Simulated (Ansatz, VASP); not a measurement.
**One calculation of PbSe (Clausthalite), two programs**

```xyz
2
Lattice="0.0000 3.0606 3.0606 3.0606 0.0000 3.0606 3.0606 3.0606 0.0000" Properties=species:S:1:pos:R:3 pbc="T T T"
Pb    0.0000    0.0000    0.0000
Se    3.0606    3.0606    3.0606
```

Alike in both runs: task relaxation of cell and atoms; functional RPBE; dispersion D4; k mesh 8 × 8 × 8; occupations fermi-dirac, width 0.05 eV; no spin polarisation.

|  | VASP | Ansatz |
| --- | --- | --- |
| version | VASP 6.6.1 | Ansatz 0.2.0 |
| potentials or method | VASP PAW PBE potentials, release 64 (Pb_d, Se) | Ansatz PAW |
| plane-wave cutoff (eV) | 600 | 420 |
| valence electrons in the cell | 20 | 30 |

```csv
,VASP,Ansatz,Ansatz less VASP
relaxed volume (Å³/atom),28.83,28.83,+0.001
relaxed cell length with the largest relative difference (Å),4.336,4.336,0.0000
```

The two sets of potentials don't hold the same shells in valence.

Caveats: the PAW data sets were made with another functional, which shifts forces and pressure a little (VASP); the plane-wave basis is chosen anew once the cell has moved, so the energies of steps on either side of that aren't comparable (Ansatz); the PAW data sets come from PBE, with cores solved anew for the run's functional, which leaves a small shift of forces and pressure (Ansatz). A k mesh can miss the band edges. Zero-point motion and thermal expansion aren't in these numbers.
